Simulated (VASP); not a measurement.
# BN (Qingsongite) (F-43m) in VASP: further runs, part 2 of 2

VASP 6.6.1. The steps go on from the part before.

## 3. Single point, LDA

Input file INCAR:

```
SYSTEM = BN
ALGO = Normal
EDIFF = 1E-7
ENCUT = 520
GGA = CA
ISIF = 2
ISMEAR = 0
LASPH = .TRUE.
LCHARG = .FALSE.
LREAL = .FALSE.
LWAVE = .FALSE.
NBANDS = 11
NELM = 60
PREC = Accurate
SIGMA = 0.01
```

Input file KPOINTS:

```
k-points
0
G
  12 12 12
  0 0 0
```

Input file POSCAR:

```
BN
1.0
    0.0000000000      1.8048245570      1.8048245570
    1.8048245570      0.0000000000      1.8048245570
    1.8048245570      1.8048245570      0.0000000000
B N
1 1
Direct
    0.0000000000      0.0000000000      0.0000000000
    0.2500000000      0.2500000000      0.2500000000
```

Potentials or basis: VASP PAW LDA potentials, release 64 (B, N).

On the command line:

```
$ cat potpaw_LDA.64/B/POTCAR potpaw_LDA.64/N/POTCAR > POTCAR
$ mpirun -np 1 vasp_std > vasp.out
```

It took 10 s on 1 thread of AMD EPYC 7R13 (Zen 3), shared host; peak memory 0.08 GiB.

It converged, with:

| Item | Value |
| --- | --- |
| Free energy | -19.4075 eV |
| Pressure | -8.5 GPa |
| Band gap on the k mesh | 4.35 eV, indirect (least direct gap 8.70 eV) |

Levels at points of the mesh, in eV from the valence-band top:
```tsv
k point	band 2	band 3	band 4	band 5	band 6	band 7
(0.00, 0.00, 0.00)	0.00	0.00	0.00	8.70	8.70	8.70
(0.50, 0.00, 0.00)	-10.75	-1.96	-1.96	10.27	10.59	10.59
(0.50, 0.50, 0.00)	-8.91	-4.95	-4.95	4.35	9.17	17.77
```

A k mesh can miss the band edges. As with any semilocal functional, this LDA gap is likely too small.

## 4. Single point, r2SCAN

POSCAR is that of step 3.

Input file INCAR.step1:

```
ALGO = Normal
EDIFF = 1E-4
ENCUT = 520
GGA = PE
ISMEAR = -1
LASPH = True
LCHARG = False
LREAL = False
LWAVE = True
NBANDS = 11
NELM = 100
PREC = Accurate
SIGMA = 0.02
```

Input file INCAR.step2:

```
ALGO = Normal
EDIFF = 1E-7
ENCUT = 520
ISIF = 2
ISMEAR = -1
ISTART = 1
LASPH = True
LCHARG = False
LMIXTAU = True
LREAL = False
LWAVE = False
METAGGA = R2SCAN
NBANDS = 11
NELM = 100
PREC = Accurate
SIGMA = 0.02
```

Input file KPOINTS:

```
k-points
0
Gamma
  10 10 10
```

Potentials or basis: VASP PAW PBE potentials, release 64 (B, N).

On the command line:

```
$ cat potpaw_PBE.64/B/POTCAR potpaw_PBE.64/N/POTCAR > POTCAR
$ cp INCAR.step1 INCAR
$ mpirun -np 1 vasp_std > vasp.out
$ cp INCAR.step2 INCAR
$ mpirun -np 1 vasp_std > vasp.out
```

OUTCAR:

```text
EDIFF = 1E-7
   ENCUT = 520
   ISIF = 2
   ISMEAR = -1
   ISTART = 1
   LASPH = True
   LREAL = False
   METAGGA = R2SCAN
   NELM = 100
   PREC = Accurate

 ion  position               nearest neighbor table
   1  0.000  0.000  0.000-   2 1.56   2 1.56   2 1.56   2 1.56
   2  0.250  0.250  0.250-   1 1.56   1 1.56   1 1.56   1 1.56

  LATTYP: Found a face centered cubic cell.
 ALAT       =     3.6096491140

  Lattice vectors:

 A1 = (   0.0000000000,   1.8048245570,   1.8048245570)
 A2 = (   1.8048245570,   0.0000000000,   1.8048245570)
 A3 = (   1.8048245570,   1.8048245570,   0.0000000000)
[... 511 lines left out ...]
      7      23.9459      0.00000
      8      24.0626      0.00000
      9      28.3742      0.00000
     10      36.0652      0.00000
     11      40.5503      0.00000

 [... further k-points ...]
[... 5 lines left out ...]
  --------------------------------------------------------------------------------------
  -------------------------------------------------------------------------------------
  Total        0.0842525      0.0842525      0.0842525      0.0000000      0.0000000     -0.0000000
  in kB       11.4804302     11.4804302     11.4804302      0.0000000      0.0000000     -0.0000000
  external PRESSURE =      11.4804302 kB  Pullay stress =       0.0000000 kB

 VOLUME and BASIS-vectors are now :
 -----------------------------------------------------------------------------
  energy-cutoff  :      520.00
  volume of cell :       11.76
      direct lattice vectors                 reciprocal lattice vectors
     0.000000000  1.804824557  1.804824557    -0.277035238  0.277035238  0.277035238
     1.804824557  0.000000000  1.804824557     0.277035238 -0.277035238  0.277035238
     1.804824557  1.804824557  0.000000000     0.277035238  0.277035238 -0.277035238

 POSITION                                       TOTAL-FORCE (eV/Angst)
 -----------------------------------------------------------------------------------
      0.00000      0.00000      0.00000        -0.000000     -0.000000     -0.000000
      0.90241      0.90241      0.90241         0.000000      0.000000      0.000000
 -----------------------------------------------------------------------------------
    total drift:                                0.000000      0.000000      0.000000

  FREE ENERGIE OF THE ION-ELECTRON SYSTEM (eV)
  ---------------------------------------------------
  free  energy   TOTEN  =       -19.1715865960 eV

  energy  without entropy=      -19.1715865960  energy(sigma->0) =      -19.17158660
```

OUTCAR.step1:

```text
EDIFF = 1E-4
   ENCUT = 520
   GGA = PE
   ISMEAR = -1
   LASPH = True
[... 556 lines left out ...]
      0.00000      0.00000      0.00000         0.000000      0.000000      0.000000
      0.90241      0.90241      0.90241        -0.000000     -0.000000     -0.000000
 -----------------------------------------------------------------------------------
    total drift:                               -0.000000     -0.000000     -0.000000

  FREE ENERGIE OF THE ION-ELECTRON SYSTEM (eV)
  ---------------------------------------------------
  free  energy   TOTEN  =       -17.4483548059 eV

  energy  without entropy=      -17.4483548059  energy(sigma->0) =      -17.44835481
```

Wall time 29 s (1 thread of AMD EPYC 7R13 (Zen 3), shared host); peak memory 0.09 GiB.

What came out:

- Free energy: -19.1716 eV
- Pressure: 1.1 GPa
- Band gap on the k mesh: 4.98 eV, indirect (least direct gap 9.55 eV)

Levels at points of the mesh, in eV from the valence-band top:
```tsv
k point	band 2	band 3	band 4	band 5	band 6	band 7
(0.00, 0.00, 0.00)	0.00	0.00	0.00	9.55	9.55	9.55
(0.50, 0.00, 0.00)	-11.12	-2.02	-2.02	10.85	11.49	11.49
(0.50, 0.50, 0.00)	-9.35	-5.12	-5.12	4.98	9.84	19.33
```

Caveat: the PAW data sets were made with another functional, which shifts forces and pressure a little.

## 5. Single point, r2SCAN

POSCAR is that of step 4.

Input file INCAR.step1:

```
SYSTEM = BN
ALGO = Normal ; EDIFF = 1E-4
ENCUT = 520 ; GGA = PE
ISMEAR = 0 ; LASPH = .TRUE.
LCHARG = .FALSE. ; LREAL = .FALSE.
LWAVE = .TRUE. ; NBANDS = 11
NELM = 60 ; PREC = Accurate
SIGMA = 0.01
```

Input file INCAR.step2:

```
SYSTEM = BN
ALGO = Normal ; EDIFF = 1E-6
ENCUT = 520 ; ISIF = 2
ISMEAR = 0 ; ISTART = 1
LASPH = .TRUE. ; LCHARG = .TRUE.
LELF = .TRUE. ; LMIXTAU = .TRUE.
LREAL = .FALSE. ; LVHAR = .TRUE.
LWAVE = .FALSE. ; METAGGA = R2SCAN
NBANDS = 11 ; NELM = 60
PREC = Accurate ; SIGMA = 0.01
```

Input file KPOINTS:

```
k-points
0
G
  12 12 12
  0 0 0
```

On the command line:

```
$ cat potpaw_PBE.64/B/POTCAR potpaw_PBE.64/N/POTCAR > POTCAR
$ cp INCAR.step1 INCAR
$ mpirun -np 1 vasp_std > vasp.out
$ cp INCAR.step2 INCAR
$ mpirun -np 1 vasp_std > vasp.out
```

It took 45 s on 1 thread of AMD EPYC 7R13 (Zen 3), shared host; peak memory 0.09 GiB.

The run converged. Its results:

```yaml
Free_energy: -19.1716 eV
Pressure: 1.1 GPa
Band_gap_on_the_k_mesh: 4.98 eV, indirect (least direct gap 9.55 eV)
```

Levels at points of the mesh, in eV from the valence-band top:
| k point | band 1 | band 2 | band 3 | band 4 | band 5 | band 6 | band 7 | band 8 | band 9 |
| --- | --- | --- | --- | --- | --- | --- | --- | --- | --- |
| (0.00, 0.00, 0.00) | -21.34 | 0.00 | 0.00 | 0.00 | 9.55 | 9.55 | 9.55 | 11.14 | 26.22 |
| (0.50, 0.00, 0.00) | -17.03 | -11.12 | -2.02 | -2.02 | 10.85 | 11.49 | 11.49 | 16.45 | 24.94 |
| (0.50, 0.50, 0.00) | -15.60 | -9.35 | -5.12 | -5.12 | 4.98 | 9.84 | 19.33 | 19.33 | 22.27 |

Caveat: the PAW data sets were made with another functional, which shifts forces and pressure a little.

## 6. Overview

| level | potentials or basis | k mesh | smearing | gap on the mesh (eV) | pressure (GPa) |
| --- | --- | --- | --- | --- | --- |
| PBE | VASP PAW PBE potentials, release 64 (B, N) | 12 × 12 × 12 | fermi-dirac 0.02 eV | 4.46 | 5.0 |
| LDA | VASP PAW LDA potentials, release 64 (B, N) | 12 × 12 × 12 | gaussian 0.01 eV | 4.35 | -8.5 |
| r2SCAN | VASP PAW PBE potentials, release 64 (B, N) | 10 × 10 × 10 | fermi-dirac 0.02 eV | 4.98 | 1.1 |
| r2SCAN | VASP PAW PBE potentials, release 64 (B, N) | 12 × 12 × 12 | gaussian 0.01 eV | 4.98 | 1.1 |

Alike in all rows: task single point; no spin polarisation; cell as given; cutoff (eV) 520.

Caveats: the PAW data sets were made with another functional, which shifts forces and pressure a little (some runs).

Total energies depend on the potentials used, so only differences within one code and one set of settings carry meaning.

## 7. Against experiment

Step 4. Measured gap of BN: 6.4 eV (indirect; 300 K; a printed reference work, monograph). This calculation gives 4.98 eV (-1.42 eV). The value is that of r2SCAN on a finite k mesh, which can miss the band edges, without temperature or zero-point motion.

Step 5. Against the measured gap of BN, 6.4 eV (indirect; 300 K; a printed reference work, monograph), the calculated 4.98 eV is off by -1.42 eV. The value is that of r2SCAN on a finite k mesh, which can miss the band edges, without temperature or zero-point motion.
